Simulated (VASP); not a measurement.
# AlN (P6_3mc) in VASP: further runs, part 3 of 3

VASP 6.6.1. Earlier steps stand in the parts before.

## Step 5: Relaxation of cell and atoms, r2SCAN

INCAR

```
ALGO = Normal
EDIFF = 1E-7
EDIFFG = -0.02
ENCUT = 600
IBRION = 2
ISIF = 3
ISMEAR = -1
LASPH = T
LCHARG = F
LMIXTAU = T
LREAL = F
LWAVE = F
METAGGA = R2SCAN
NELM = 100
NSW = 40
PREC = Accurate
SIGMA = 0.05
```

KPOINTS

```
k-points
0
Gamma
  7 7 5
```

POSCAR

```
AlN
1.0
    3.1130000000      0.0000000000      0.0000000000
   -1.5565000000      2.6959370820      0.0000000000
    0.0000000000      0.0000000000      4.9810000000
Al N
2 2
Direct
    0.6666666667      0.3333333333      0.5000000000
    0.3333333333      0.6666666667      0.0000000000
    0.6666666667      0.3333333333      0.8800000000
    0.3333333333      0.6666666667      0.3800000000
```

Potentials or basis: VASP PAW PBE potentials, release 64 (Al, N).

On the command line:

```bash
> cat potpaw_PBE.64/Al/POTCAR potpaw_PBE.64/N/POTCAR > POTCAR
> mpirun -np 1 vasp_std > vasp.out
```

OUTCAR:

```text
EDIFF = 1E-7
   EDIFFG = -0.02
   ENCUT = 600
   IBRION = 2
   ISIF = 3
   ISMEAR = -1
   LASPH = T
   LREAL = F
   METAGGA = R2SCAN
   NELM = 100
   NSW = 40
   PREC = Accurate

 ion  position               nearest neighbor table
   1  0.667  0.333  0.500-   3 1.89   4 1.89   4 1.89   4 1.89   2 3.07   2 3.07   2 3.07   2 3.07
                             2 3.07   2 3.07
   2  0.333  0.667  0.000-   4 1.89   3 1.89   3 1.89   3 1.89   1 3.07   1 3.07   1 3.07   1 3.07
                             1 3.07   1 3.07
   3  0.667  0.333  0.880-   1 1.89   2 1.89   2 1.89   2 1.89
   4  0.333  0.667  0.380-   2 1.89   1 1.89   1 1.89   1 1.89

  LATTYP: Found a hexagonal cell.
 ALAT       =     3.1130000000
 C/A-ratio  =     1.6000642467

  Lattice vectors:

 A1 = (   3.1130000000,   0.0000000000,   0.0000000000)
 A2 = (  -1.5565000000,   2.6959370820,   0.0000000000)
 A3 = (   0.0000000000,   0.0000000000,   4.9810000000)

Analysis of symmetry for initial positions (statically):
=====================================================================
 Subroutine PRICEL returns:
 Original cell was already a primitive cell.

 Routine SETGRP: Setting up the symmetry group for a
 hexagonal supercell.

 Subroutine GETGRP returns: Found 12 space group operations
 (whereof  6 operations were pure point group operations)
 out of a pool of 24 trial point group operations.

The static configuration has the point symmetry C_3v.
 The point group associated with its full space group is C_6v.

Analysis of symmetry for dynamics (positions and initial velocities):
=====================================================================
 Subroutine PRICEL returns:
 Original cell was already a primitive cell.

 Routine SETGRP: Setting up the symmetry group for a
 hexagonal supercell.

 Subroutine GETGRP returns: Found 12 space group operations
 (whereof  6 operations were pure point group operations)
 out of a pool of 24 trial point group operations.

The dynamic configuration has the point symmetry C_3v.
 The point group associated with its full space group is C_6v.

[... 117 lines left out ...]
   EFERMI_NEDOS =   21; number of points for ismear=-14 and -15
   IALGO  =     38    algorithm
   IMIX   =      4    mixing-type and parameters
     AMIX     =   0.40;   BMIX     =  1.00
     AMIX_MAG =   1.60;   BMIX_MAG =  1.00
  volume/ion in A,a.u.               =      10.45        70.52
  Fermi-wavevector in a.u.,A,eV,Ry     =   1.188629  2.246183 19.222843  1.412839
  Thomas-Fermi vector in A             =   2.324754
   LORBIT       =      0    0 simple, 1 ext, 2 COOP (PROOUT), +10 PAW based schemes
   METAGGA = R2SCAN    functional components
   LHFCALC =     F    Hartree Fock is set to
   AEXX    =    0.0000 exact exchange contribution
   IVDW    =     0    specifies the selected vdW correction
   LEPSILON=     F    determine dielectric tensor
   LRPA    =     F    only Hartree local field effects (RPA)
 conjugate gradient relaxation of ions
 non-spin polarized calculation
  energy-cutoff  :      600.00
  volume of cell :       41.80
 maximum number of plane-waves:      1418
 NGX is ok and might be reduce to    28
   NGX = 13   NGY = 13   NGZ = 19

--------------------------------------- Ionic step        1  -------------------------------------------

 number of electron      16.0000000 magnetization

 Free energy of the ion-electron system (eV)
  ---------------------------------------------------
  ext. energy  EPLUGINS =         0.00000000
  ---------------------------------------------------
  free energy    TOTEN  =       -38.45350716 eV

  energy without entropy =      -38.45350716  energy(sigma->0) =      -38.45350716

------------------------ aborting loop because EDIFF is reached ----------------------------------------

  FORCE on cell =-STRESS in cart. coord.  units (eV):
  Direction    XX          YY          ZZ          XY          YZ          ZX
  --------------------------------------------------------------------------------------
  -------------------------------------------------------------------------------------
  Total       -0.4832933     -0.4832933     -0.0099599      0.0000000      0.0000000      0.0000000
  in kB      -18.5231977    -18.5231977     -0.3817321      0.0000000      0.0000000      0.0000000
  external PRESSURE =     -12.4760425 kB  Pullay stress =       0.0000000 kB
[... 63 lines left out ...]
--------------------------------------- Ionic step        3  -------------------------------------------

 number of electron      15.9999999 magnetization

 Free energy of the ion-electron system (eV)
  ---------------------------------------------------
  ext. energy  EPLUGINS =         0.00000000
  ---------------------------------------------------
  free energy    TOTEN  =       -38.45564373 eV

  energy without entropy =      -38.45564373  energy(sigma->0) =      -38.45564373

 E-fermi :   6.9527     XC(G=0): -11.4222

 val. band max:        5.9186217882   @ k =   0.0000   0.0000   0.0000
 cond. band min:      10.8600990657   @ k =   0.0000   0.0000   0.0000
 fundamental gap:      4.9414772774
 Fermi energy:         6.9526580145

 k-point     1 :       0.0000    0.0000    0.0000
  band No.  band energies     occupation
      1     -10.0584      2.00000
      2      -7.9380      2.00000
      3      -0.1508      2.00000
      4       5.0532      2.00000
      5       5.0532      2.00000
      6       5.7103      2.00000
      7       5.7103      2.00000
      8       5.9186      2.00000
      9      10.8601      0.00000
     10      13.4926      0.00000
     11      17.5432      0.00000
     12      17.9972      0.00000
[... 374 lines left out ...]
  FREE ENERGIE OF THE ION-ELECTRON SYSTEM (eV)
  ---------------------------------------------------
  free  energy   TOTEN  =       -38.4556437307 eV

  energy  without entropy=      -38.4556437307  energy(sigma->0) =      -38.45564373

 reached required accuracy - stopping structural energy minimisation
```

CONTCAR:

```text
AlN
   1.00000000000000
     3.1040634820437036    0.0000000000000000    0.0000000000000000
    -1.5520317410218518    2.6881978304283076   -0.0000000000000000
     0.0000000000000000    0.0000000000000000    4.9807053215230965
  Al              N
     2     2
Direct
     0.6666666667000030    0.3333333332999970    0.4994023451114921
     0.3333333332999970    0.6666666667000030    0.9994023451114921
     0.6666666667000030    0.3333333332999970    0.8805976548885105
     0.3333333332999970    0.6666666667000030    0.3805976548885105

  0.00000000E+00  0.00000000E+00  0.00000000E+00
  0.00000000E+00  0.00000000E+00  0.00000000E+00
  0.00000000E+00  0.00000000E+00  0.00000000E+00
  0.00000000E+00  0.00000000E+00  0.00000000E+00
```

Run time: 2.7 min. Hardware: 1 thread of Intel Xeon Platinum 8375C at 2.90GHz (Ice Lake), shared host; peak memory 0.18 GiB.

What came out:

* Free energy: -38.4556 eV
* Relaxed volume: 10.39 Å³/atom
* Relaxed cell: a = 3.104 Å, b = 3.104 Å, c = 4.981 Å, α = 90.00°, β = 90.00°, γ = 120.00°
* Space group after relaxing (to 0.05 Å): P6_3mc (No. 186)
* Energy gained by relaxing: 0.5 meV/atom
* Ionic steps: 3
* Pressure after relaxing: 0.0 GPa
* Largest force after relaxing: 0.015 eV/Å
* Band gap on the k mesh: 4.94 eV, direct

Forces in eV/Å, atoms in the order of the input:
```
Al   0.000  0.000 -0.015
Al   0.000  0.000 -0.015
N    0.000  0.000  0.015
N    0.000  0.000  0.015
```

Stress tensor (GPa, compression positive):
```
 0.06  0.00  0.00
 0.00  0.06  0.00
 0.00  0.00 -0.21
```

The path:
```csv
step,energy change (eV),largest force (eV/Å),pressure (GPa),volume (Å³)
1,0.0000,0.1253,-1.25,41.80
2,0.0001,0.0985,1.28,41.31
3,-0.0021,0.0150,-0.03,41.56
```

Final structure:
```xyz
4
Lattice="3.1041 0.0000 0.0000 -1.5520 2.6882 0.0000 0.0000 0.0000 4.9807" Properties=species:S:1:pos:R:3 pbc="T T T"
Al    1.5520    0.8961    2.4874
Al    0.0000    1.7921    4.9777
N     1.5520    0.8961    4.3860
N     0.0000    1.7921    1.8956
```

Caveat: the PAW data sets were made with another functional, which shifts forces and pressure a little. r2SCAN opens gaps a little over a GGA but as a rule still falls short of measured ones.

## Step 6: For comparison

An earlier run on the cell as given: functional PBE; potentials or basis VASP PAW PBE potentials, release 64 (Al, N); cutoff 520 eV; k mesh 10 × 10 × 6; occupations fermi-dirac, width 0.05 eV; no spin polarisation.

- Pressure: 3.5 GPa
- Largest force: 0.129 eV/Å
- Band gap on the k mesh: 4.22 eV, direct

## Step 7: The runs side by side

| task | level | cell | k mesh | cutoff (eV) | gap on the mesh (eV) | pressure (GPa) | relaxed volume (Å³/atom) | largest force (eV/Å) |
| --- | --- | --- | --- | --- | --- | --- | --- | --- |
| relaxation of cell and atoms | BLYP | relaxed | 7 × 7 × 5 | 600 | 4.18 | 0.0 | 10.82 | 0.02 |
| relaxation of cell and atoms | AM05 | relaxed | 7 × 7 × 5 | 600 | 4.19 | 0.0 | 10.45 | 0.01 |
| relaxation of cell and atoms | PW91 | relaxed | 7 × 7 × 5 | 600 | 4.11 | 0.0 | 10.61 | - |
| relaxation of cell and atoms | r2SCAN | relaxed | 7 × 7 × 5 | 600 | 4.94 | 0.0 | 10.39 | 0.02 |
| single point | PBE | as given | 10 × 10 × 6 | 520 | 4.22 | 3.5 | - | 0.13 |

Alike in all rows: potentials or basis VASP PAW PBE potentials, release 64 (Al, N); no spin polarisation; smearing fermi-dirac 0.05 eV.

Caveats: the PAW data sets were made with another functional, which shifts forces and pressure a little (some runs).

Total energies depend on the potentials used, so only differences within one code and one set of settings carry meaning.
